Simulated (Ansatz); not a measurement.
# Hf3Si2: a relaxation

Aim: relax the cell and atoms of Hf3Si2.

Program: Ansatz 0.2.0. Level of theory: DFT r2SCAN, scalar-relativistic, plane waves, PAW. These are calculated values, not measurements.

1 further run of the same task is left out (set aside as unsound or not needed).

## Step 1: The structure to begin with

It takes space group P4/mbm (No. 127, tetragonal). The conventional cell has a = 6.990 Å, b = 6.990 Å, c = 3.663 Å, α = 90.00°, β = 90.00°, γ = 90.00°. Hf (site symmetry m2m) is surrounded by 6 Si at 2.72 to 2.79 Å. Hf (site symmetry 4/m) is surrounded by 4 Si at 2.77 Å and 8 Hf at 3.17 Å. Around Si (site symmetry m2m) lie 1 Si at 2.44 Å and 8 Hf at 2.72 to 2.79 Å.

Coordinates:

```xyz
10
Lattice="6.9899 0.0000 0.0000 0.0000 6.9899 0.0000 0.0000 0.0000 3.6633" Properties=species:S:1:pos:R:3 pbc="T T T"
Hf    4.7058    5.7790    1.8316
Hf    5.7790    2.2841    1.8316
Hf    2.2841    1.2108    1.8316
Hf    1.2108    4.7058    1.8316
Hf    3.4949    3.4949    0.0000
Hf    0.0000    0.0000    0.0000
Si    4.3589    0.8640    0.0000
Si    6.1259    4.3589    0.0000
Si    0.8640    2.6310    0.0000
Si    2.6310    6.1259    0.0000
```

The structure comes from the Materials Project (structure only).

## Step 2: Quick check of gap, pressure and forces

File input.yaml:

```yaml
crystal:
  lattice:
    - [6.98985191, 0.0, 0.0]
    - [0.0, 6.98985191, 0.0]
    - [0.0, 0.0, 3.66328402]
  atoms:
    - { symbol: Hf, position: [0.67322933, 0.82677067, 0.5] }
    - { symbol: Hf, position: [0.82677067, 0.32677067, 0.5] }
    - { symbol: Hf, position: [0.32677067, 0.17322933, 0.5] }
    - { symbol: Hf, position: [0.17322933, 0.67322933, 0.5] }
    - { symbol: Hf, position: [0.5, 0.5, 0.0] }
    - { symbol: Hf, position: [0.0, 0.0, 0.0] }
    - { symbol: Si, position: [0.62360275, 0.12360275, 0.0] }
    - { symbol: Si, position: [0.87639725, 0.62360275, 0.0] }
    - { symbol: Si, position: [0.12360275, 0.37639725, 0.0] }
    - { symbol: Si, position: [0.37639725, 0.87639725, 0.0] }
basis:
  ecutwfc: 500
kpoints:
  mp_grid: { grid: [4, 4, 6] }
hamiltonian:
  xc: r2scan
scf:
  occupations: { method: gaussian, width: 0.1 }
output:
  forces: true
  stress: true
  eigenvalues: true
```

Started as:

```sh
ansatz run input.yaml --threads 2 --pin off --max-ram 5120MiB --backend cpu --events-out ev --progress --plain --runs-dir out
```

What it wrote, cut to the lines that bear on the results:

```text
[...]
SCF converged after 9 iterations
Free energy (F): -96963.037269 eV
[...]
E sigma→0 (E₀):  -96963.010950 eV
Entropy (-TS):   -0.052638 eV (-5.264 meV/atom)
Fermi energy:    17.920391 eV
[...]
--- Forces (eV/Å), atoms counted from 1 ---
  atom   1  Hf    -0.00511922     0.00511922     0.00000000
  atom   2  Hf     0.00511922     0.00511922     0.00000000
  atom   3  Hf     0.00511922    -0.00511922    -0.00000000
  atom   4  Hf    -0.00511922    -0.00511922    -0.00000000
  atom   5  Hf     0.00000000    -0.00000000    -0.00000000
  atom   6  Hf    -0.00000000    -0.00000000     0.00000000
  atom   7  Si    -0.00303984    -0.00303984     0.00000000
  atom   8  Si     0.00303984    -0.00303984    -0.00000000
[...]
--- Stress (GPa, compression-positive) ---
        0.324897       0.000000       0.000000
        0.000000       0.324897       0.000000
        0.000000       0.000000       0.509467
  P = ⅓ Tr σ = 0.3864 GPa (3.864 kbar)
--- Band table (eV; the first three rows and the last of 24) ---
[...]
```

Wall time 55 s (2 threads of Intel Xeon at 2.50GHz (Skylake/Cascade Lake), shared host); peak memory 1.1 GiB.

The probe gives pressure 0.4 GPa, largest force 0.01 eV/Å, gap on this mesh none (metal). By this gap the next run takes a mesh of 6×6×10.

## Step 3: Relaxing cell and atoms

Changes to input.yaml since step 2:

```diff
@@ -19,3 +19,3 @@
 kpoints:
-  mp_grid: { grid: [4, 4, 6] }
+  mp_grid: { grid: [6, 6, 10] }
 hamiltonian:
@@ -28 +28,10 @@
   eigenvalues: true
+  write_density: true
+  write_potential: true
+  elf: true
+  volumetric_format: npy
+relax:
+  adjacent_minimum: "off"
+  f_tol: 0.005
+  max_steps: 80
+  cell: { stress_tol: 0.05 }
```

Started as:

```sh
ansatz run input.yaml --threads 2 --pin off --max-ram 5120MiB --backend cpu --events-out ev --progress --plain --runs-dir out
```

What it wrote:

```text
Warning: RAYON_NUM_THREADS=2 ignored (pool sized by the plan → 2); use --threads N
Engine: ansatz 0.2.0, x86_64-unknown-linux-gnu
Pseudopotentials: kind: paw
Pseudopotential: Hf, paw, valence charge 26, recommended cutoff 500 eV (meta_gga), Hf.paw.azcp
Pseudopotential: Si, paw, valence charge 4, recommended cutoff 500 eV (meta_gga), Si.paw.azcp
Functional definition: r2SCAN
  parameter k0 = 0.174
  parameter k1 = 0.065
  parameter a1 = 4.9479
  exchange = r2scan_x(k0 = k0, k1 = k1, a1 = a1)
  correlation = r2scan_c
Crystal: 10 atoms, lattice volume = 178.981 Å³
Basis set: ecut = 500 eV, 4545 PW (Γ), exchange–correlation on 216×216×108 points (64 copies of the dense FFT grid, shifted against one another)
Bands: 104, of which v1, the nominal top of the filled ones, is band 86 counted from 1 (85 counted from 0)
Symmetry: 16 space group operations
Space group: P4/mbm (ITA 127), of the structure as read, at distance tolerance 5.6e-5 Å
k-points: 60 of 360
Non-local potential: Hf, projectors of the file, l = 0: 3, l = 1: 2, l = 2: 2, l = 3: 3
Non-local potential: Si, projectors of the file, l = 0: 2, l = 1: 2, l = 2: 2
PAW form: soft (Blöchl's): semilocal exchange-correlation on the pseudo side does not see the compensation charge
PAW frozen core: Hf, regenerated for the run's functional (the file was generated under x = pbe(κ = 0.804, μ = 0.2195149727645171), c = pbe(β = 0.06672455060314922))
PAW frozen core: Si, regenerated for the run's functional (the file was generated under x = pbe(κ = 0.804, μ = 0.2195149727645171), c = pbe(β = 0.06672455060314922))
PAW one-centre angular grid: Hf, 974 points (default); XC on 160 Gauss nodes
PAW one-centre angular grid: Si, 302 points (default); XC on 160 Gauss nodes
Initial density: superposition of atomic densities (neutral atoms: chi_scale 0, normalization atom), corrected by the library's trained network
Initial wavefunctions: pseudopotential atomic-orbital guess
Functional: x = r2scan, c = r2scan; τ floored in thin density (d = 2e-4 eV/Å³)
SCF iter   1: F=—  HF=-96962.996030 eV  |F-HF|=—  |Δ(HF+E_count)|=         —  Δρ=8.18e-3  dr2=1.05e-1  dr2_τ=1.74e-1  ethr=1.77e-3  ⟨swp⟩=5.1  Hψ=20447  notcnv=0  defer=44
preconditioner: auto → Kerker (q_TF=auto, 2.710 Å⁻¹)  [metal: Δε(μ)=0.011 eV  Ē_g=17.559 eV  σ=0.100 eV  W_gap=0.06  n_scr=70 (ndim 8)  ℏωp=35.1 eV  f_vac=0.000  D(μ)=6.60/eV (n_scr^D=50)]
SCF iter   2: F=—  HF=-96963.083440 eV  |F-HF|=—  |Δ(HF+E_count)|=   8.74e-2  Δρ=3.69e-3  dr2=2.82e-2  dr2_τ=5.43e-3  ethr=6.12e-5  ⟨swp⟩=2.0  Hψ=12762  notcnv=0  defer=678
SCF iter   3: F=—  HF=-96963.078206 eV  |F-HF|=—  |Δ(HF+E_count)|=   5.23e-3  Δρ=2.97e-3  dr2=1.62e-2  dr2_τ=5.99e-4  ethr=1.64e-5  ⟨swp⟩=2.0  Hψ=8083  notcnv=0  defer=678
SCF iter   4: F=—  HF=-96963.079839 eV  |F-HF|=—  |Δ(HF+E_count)|=   1.63e-3  Δρ=4.26e-4  dr2=3.76e-4  dr2_τ=7.25e-5  ethr=9.41e-6  ⟨swp⟩=2.0  Hψ=6764  notcnv=0  defer=678
SCF iter   5: F=—  HF=-96963.079858 eV  |F-HF|=—  |Δ(HF+E_count)|=   1.82e-5  Δρ=1.49e-4  dr2=5.99e-5  dr2_τ=5.65e-6  ethr=2.18e-7  ⟨swp⟩=2.0  Hψ=10333  notcnv=0  defer=678
SCF iter   6: F=—  HF=-96963.080176 eV  |F-HF|=—  |Δ(HF+E_count)|=   3.19e-4  Δρ=8.03e-5  dr2=1.38e-5  dr2_τ=1.52e-6  ethr=3.48e-8  ⟨swp⟩=2.0  Hψ=10497  notcnv=0  defer=678
SCF iter   7: F=—  HF=-96963.080157 eV  |F-HF|=—  |Δ(HF+E_count)|=   1.88e-5  Δρ=4.20e-5  dr2=2.37e-6  dr2_τ=2.29e-7  ethr=8.03e-9  ⟨swp⟩=2.0  Hψ=10744  notcnv=0  defer=678
SCF iter   8: F=—  HF=-96963.080159 eV  |F-HF|=—  |Δ(HF+E_count)|=   1.15e-6  Δρ=9.56e-6  dr2=2.01e-7  dr2_τ=1.18e-8  ethr=1.38e-9  ⟨swp⟩=2.0  Hψ=10729  notcnv=0  defer=678
SCF iter   9: F=-96963.080159 eV  HF=-96963.080159 eV  |F-HF|=7.55e-9  |Δ(HF+E_count)|=   1.03e-7  Δρ=3.59e-6  dr2=2.54e-8  dr2_τ=2.08e-9  ethr=5.81e-11  ⟨swp⟩=13.1  Hψ=44587  notcnv=0
SCF 1 converged in 9 iterations: F = -96963.080159 eV  dr2 = 2.54e-8
relax step   1: F+E_penalty+E_count = -96963.08015871 eV  Δ(F+E_penalty+E_count) = +0.000e0 eV  max|allowed force component| = 8.097e-3 eV/Å  Δτ_max = 0.0000 Å  P = +0.366 GPa  Ω = 178.981 Å³  (9 SCF iters, dr2 threshold 1.00e-7 eV, accepted)
[... 12 lines left out ...]
relax step   2: F+E_penalty+E_count = -96963.07896583 eV  Δ(F+E_penalty+E_count) = +1.193e-3 eV  max|allowed force component| = 2.628e-2 eV/Å  Δτ_max = 0.0017 Å  P = -0.623 GPa  Ω = 180.094 Å³  energy of the carried Pulay correction = -9.024e-5 eV  (5 SCF iters, dr2 threshold 5.09e-7 eV, rejected (line search))
[... 15 lines left out ...]
relax step   3: F+E_penalty+E_count = -96963.08074824 eV  Δ(F+E_penalty+E_count) = -5.895e-4 eV  max|allowed force component| = 8.165e-3 eV/Å  Δτ_max = 0.0007 Å  P = +0.002 GPa  Ω = 179.385 Å³  energy of the carried Pulay correction = -3.287e-5 eV  (10 SCF iters, accepted)
[... 10 lines left out ...]
relax step   4: F+E_penalty+E_count = -96963.08076526 eV  Δ(F+E_penalty+E_count) = -1.702e-5 eV  max|allowed force component| = 8.304e-4 eV/Å  Δτ_max = 0.0008 Å  P = -0.002 GPa  Ω = 179.393 Å³  energy of the carried Pulay correction = -3.349e-5 eV  (6 SCF iters, dr2 threshold 4.17e-9 eV, accepted)
[... 8 lines left out ...]
relax step   5: F+E_penalty+E_count = -96963.08080183 eV  Δ(F+E_penalty+E_count) = -3.657e-5 eV  max|allowed force component| = 8.358e-4 eV/Å  Δτ_max = 0.0000 Å  P = -0.002 GPa  Ω = 179.393 Å³  stress off target by 5.69e-3 GPa  SCF on the basis re-selected at this cell (its energy is not comparable with the rows above)  (4 SCF iters)
basis re-selected at this cell: Δ(F+E_penalty+E_count) = -3.657e-5 eV, ΔP = +0.000 GPa vs the last step (what re-selecting the basis moved, of the pressure what is left beyond the Pulay correction that the steps carried, after the strain that the cell walked since its last selection, with what the two solves' SCF thresholds leave and, on support functions, any second-order correction that the steps lacked; it is no measure of the basis error at this ecutwfc). This SCF's stress stands 5.69e-3 GPa from its target on what of the cell is left free (relax.cell.stress_tol is 5.00e-2 GPa) and its largest allowed force component is 8.36e-4 eV/Å (relax.f_tol is 5.00e-3 eV/Å): within both
SCF converged after 4 iterations
Free energy (F): -96963.080802 eV
Harris-Foulkes:  -96963.080802 eV  (|F-HF|=2.91e-11)
Internal energy: -96963.047965 eV  (E = F + TS)
E sigma→0 (E₀):  -96963.064384 eV
Entropy (-TS):   -0.032837 eV (-3.284 meV/atom)
Fermi energy:    17.861070 eV
--- Per-component energies (eV) ---
  E_band       = 63.200646
  E_kinetic    = 2715.420879
  E_local      = -33725.958080  (includes V_loc(G=0)·N_el)
  E_nonlocal   = -7393.764864
  E_hartree    = 15909.006222
  E_xc         = -1912.321751
  E_vxc        = -1968.111124  (∫ρ·V_xc dr)
  E_paw        = -43788.397977  (= ΣΔE_a)
  E_vpaw       = 8522.952966  (= ΣTr[D̂ρ^β])
  E_aug_tail   = 0.000010  (compensation charges beyond the density's cutoff)
  E_vtau       = 94.648728  (kinetic-family band-sum trace: ∫τ·v_τ [+ j·A + Jᵃ·Aᵃ] dr)
  E_ewald      = -28768.655804
  E_core_change = 1.623399  (= ΣΔE_core)
  E_smearing   = -0.032837  (= −TS)
  E_closure    = -0.000000  (closes the sum)
  Σ components = -96963.080802   (vs F -96963.080802, Δ=0.00e0)
--- Forces (eV/Å), atoms counted from 1 ---
  atom   1  Hf     0.00083582    -0.00083582     0.00000000
  atom   2  Hf    -0.00083582    -0.00083582    -0.00000000
  atom   3  Hf    -0.00083582     0.00083582    -0.00000000
  atom   4  Hf     0.00083582     0.00083582     0.00000000
  atom   5  Hf     0.00000000     0.00000000     0.00000000
  atom   6  Hf     0.00000000     0.00000000     0.00000000
  atom   7  Si     0.00053880     0.00053880     0.00000000
  atom   8  Si    -0.00053880     0.00053880    -0.00000000
  atom   9  Si     0.00053880    -0.00053880     0.00000000
  atom  10  Si    -0.00053880    -0.00053880    -0.00000000
  max |Σ_I F_I| component: 2.08e-17 eV/Å
--- Stress (GPa, compression-positive) ---
       -0.000018      -0.000000       0.000000
       -0.000000      -0.000018       0.000000
        0.000000       0.000000      -0.005693
  P = ⅓ Tr σ = -0.0019 GPa (-0.019 kbar)
--- Band table (eV; the first three rows and the last of 60) ---
  k-point 0: bands = ["-45.4180", "-45.4074", "-45.4064", "-45.4064", "-45.1988", "-45.1944", "-13.6467", "-13.6467", "-13.6253", "-13.5337", "-13.5068", "-13.4498", "-13.4498", "-13.4458", "-13.4450", "-13.4450", "-13.4295", "-13.3260", "-13.2573", "-13.2573", "-13.1230", "-13.0611", "-13.0611", "-13.0556", "6.0883", "6.1015", "6.1132", "6.1132", "6.1154", "6.1242", "6.1290", "6.1290", "6.1335", "6.1348", "6.1359", "6.1359", "6.1403", "6.1403", "6.1415", "6.1420", "6.1468", "6.1487", "6.1487", "6.1514", "6.1514", "6.1536", "6.1553", "6.1553", "6.1579", "6.1583", "6.1583", "6.1622", "6.3445", "6.3445", "6.3501", "6.3501", "6.3611", "6.3611", "6.3618", "6.3636", "6.3663", "6.3663", "6.3698", "6.3718", "6.3743", "6.3754", "6.3955", "8.2573", "10.0701", "10.0701", "12.4719", "13.4057", "13.4085", "13.8589", "13.8589", "15.0773", "15.4398", "15.4809", "16.6260", "16.6260", "16.7510", "17.3015", "17.3015", "17.4986", "17.6064", "17.6585", "19.0101", "19.1283", "19.5323", "19.5323", "19.7434", "20.4254", "20.5695", "20.5695", "21.0011", "21.2044", "21.2044", "21.9742", "21.9742", "22.0853", "22.1939", "22.3551", "22.3693", "22.3693"]
[... 3 lines left out ...]
--- Relaxed structure (4 steps of the walk, 3 accepted, 1 SCFs on fresh bases) ---
  F+E_penalty+E_count = -96963.08080183 eV   max|allowed force component| = 8.358e-4 eV/Å   (the final SCF, on the basis selected at the relaxed cell)
  cell:  # Å, volume = 179.3932 Å³
    - [6.998703105944255, -1.0450835312891635e-34, -1.7915718135308007e-34]
    - [1.4929764732702335e-35, 6.998703105944255, 5.971905893080934e-35]
    - [-1.251917243603923e-34, 3.129792692141201e-35, 3.662442212131076]
  atoms:
    - { symbol: Hf, position: [0.6731363474779886, 0.8268636525220114, 0.5000000000000001] }
    - { symbol: Hf, position: [0.8268636525220114, 0.3268636525220115, 0.5000000000000001] }
    - { symbol: Hf, position: [0.3268636525220115, 0.17313634747798845, 0.5000000000000001] }
    - { symbol: Hf, position: [0.17313634747798845, 0.6731363474779886, 0.5000000000000001] }
    - { symbol: Hf, position: [0.5, 0.5, -3.452005019675719e-36] }
    - { symbol: Hf, position: [-1.1633316983451468e-21, -6.51160308542774e-36, 6.405594407534586e-36] }
    - { symbol: Si, position: [0.6237144839841369, 0.12371448398413683, -5.893178704718012e-36] }
    - { symbol: Si, position: [0.8762855160158631, 0.6237144839841369, 6.497613329507373e-37] }
    - { symbol: Si, position: [0.12371448398413683, 0.3762855160158632, -1.2493698204776964e-35] }
    - { symbol: Si, position: [0.3762855160158632, 0.8762855160158631, 2.0393733518945938e-35] }
```

Wall time 13 min (2 threads of Intel Xeon at 2.50GHz (Skylake/Cascade Lake), shared host); peak memory 1.5 GiB.

Step by step:

| step | E - E(step 1) (eV/cell) | largest force component (eV/Å) | pressure (GPa) | volume (Å³) |
| --- | --- | --- | --- | --- |
| 1 | 0.0000 | 0.0081 | 0.37 | 178.98 |
| 2 | 0.0012 | 0.0263 | -0.62 | 180.09 |
| 3 | -0.0006 | 0.0082 | 0.00 | 179.39 |
| 4 | -0.0006 | 0.0008 | 0.00 | 179.39 |
| 5 | -0.0006 | 0.0008 | 0.00 | 179.39 |

Step 1 is the start. Step 5 repeats the geometry before it on a plane-wave basis chosen anew for that cell, so its energy need not be comparable with the rows above. Step 2 was tried and not accepted.

|  | before | after | change |
| --- | --- | --- | --- |
| a (Å) | 6.990 | 6.999 | +0.1 % |
| b (Å) | 6.990 | 6.999 | +0.1 % |
| c (Å) | 3.663 | 3.662 | 0.0 % |
| volume (Å³/atom) | 17.90 | 17.94 | +0.2 % |
| shortest distance (Å) | 2.444 | 2.449 | +0.2 % |
| space group (0.01 Å) | P4/mbm | P4/mbm | same |

Forces and stress were held to the start's 16 operations: a distortion of lower symmetry was not tested.

Density in a lattice plane of the grid's cell (edges 7.00 and 7.00 Å, at 0.000 of the third edge), which holds Hf and Si.

Values in e/Å³, 12 rows by 12 columns:
```
 8.40  2.13  0.28  0.41  0.21  0.19  0.40  0.26  0.21  0.20  0.24  2.13
 0.36  0.24  0.24  0.40  0.22  0.22  0.38  0.21  0.16  0.19  0.24  0.28
 0.30  0.20  0.19  0.28  0.40  0.41  0.30  0.20  0.19  0.28  0.40  0.41
 0.39  0.21  0.16  0.19  0.24  0.29  0.35  0.24  0.24  0.40  0.22  0.21
 0.40  0.26  0.21  0.20  0.24  2.35  8.50  2.35  0.29  0.41  0.22  0.19
 0.42  0.40  0.38  0.30  0.35  8.50 32.56  8.50  0.35  0.30  0.38  0.40
 0.40  0.19  0.22  0.41  0.29  2.35  8.50  2.35  0.24  0.20  0.21  0.26
 0.39  0.21  0.22  0.40  0.24  0.24  0.35  0.29  0.24  0.19  0.16  0.21
 0.30  0.41  0.40  0.28  0.19  0.20  0.30  0.41  0.40  0.28  0.19  0.20
 0.36  0.28  0.24  0.19  0.16  0.21  0.38  0.22  0.22  0.40  0.24  0.24
 8.40  2.13  0.24  0.20  0.21  0.26  0.40  0.19  0.21  0.41  0.28  2.13
35.50  8.40  0.36  0.30  0.39  0.40  0.42  0.40  0.39  0.30  0.36  8.40
```
Columns run along the first of these edges and rows up along the second, over one cell in 12 and 12 even steps from the bottom left corner. Atoms in the plane (fractional): Hf at (0.50, 0.50), Hf at (1.00, 1.00), Si at (0.62, 0.12), Si at (0.88, 0.62), Si at (0.12, 0.38), Si at (0.38, 0.88).

ELF in the same plane.

Ten even steps from '0' (0.13) to '9' (0.83):
```
998204874236776667630389
763016852313664344531036
000147852313774223454100
222467874347875334677653
765456788888765456788888
875334677653222457874347
764223454100000147851314
664334431036873016841303
776667630289998204874236
876678730399999303787667
763247840289998203676667
630314861037863013443346
741315874100000145432246
874347875422235677643357
788888765456788888765456
235677643357874347876422
000145432247731325874100
763013544346631325861036
998303676667763247840289
899403788677877688730499
```
Columns run along the first of these edges and rows up along the second, over one cell in 24 and 20 even steps from the bottom left corner. Atoms in the plane (fractional): Hf at (0.50, 0.50), Hf at (1.00, 1.00), Si at (0.62, 0.12), Si at (0.88, 0.62), Si at (0.12, 0.38), Si at (0.38, 0.88).

Both are smooth fields of the valence electrons: close to the nuclei they are not physical.

The highest ELF values outside the cores: 0.79 beside Si, off the lines to its neighbours, 1.0 Å from Si; 0.71 on the Si–Si line, 1.2 Å from Si; 0.62 between the atoms, 2.0 Å from Hf.

## Step 4: Summary of results

| quantity | value |
| --- | --- |
| relaxed cell | a = 6.999 Å, b = 6.999 Å, c = 3.662 Å, α = 90.00°, β = 90.00°, γ = 90.00° |
| space group (0.01 Å) | P4/mbm (No. 127) |
| volume | 17.94 Å³/atom |
| formation energy (elements from runs with the same settings, not shown) | -0.84 eV/atom |
| gap on the mesh | none (metal) |

In words: Relaxation left the volume within 0.5 % of the start. Spin-orbit coupling is left out for Hf.
